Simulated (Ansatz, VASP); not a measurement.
**RbBr: VASP beside Ansatz**

```
Rb Br
1.0
     4.12608    0.00000    0.00000
     0.00000    4.12608    0.00000
     0.00000    0.00000    4.12608
Rb Br
1 1
Direct
  0.00000 0.00000 0.00000
  0.50000 0.50000 0.50000
```

Alike in both runs: task single point; functional PBE; k mesh 4 × 4 × 4; occupations gaussian, width 0.1 eV; no spin polarisation.

|  | VASP | Ansatz |
| --- | --- | --- |
| version | VASP 6.6.1 | Ansatz 0.2.0 |
| potentials or method | VASP PAW PBE potentials, release 64 (Rb_sv, Br) | scalar-relativistic, plane waves, PAW |
| plane-wave cutoff (eV) | 520 | 531 |
| valence electrons in the cell | 16 | 16 |

```csv
,VASP,Ansatz,Ansatz less VASP
gap on the k mesh at the Fermi level (eV),4.08,4.08,+0.002
least direct gap on the mesh (eV),4.23,4.23,+0.001
pressure (GPa),0.9,0.8,-0.03
```

A k mesh can miss the band edges. As with any semilocal functional, this PBE gap is likely too small.
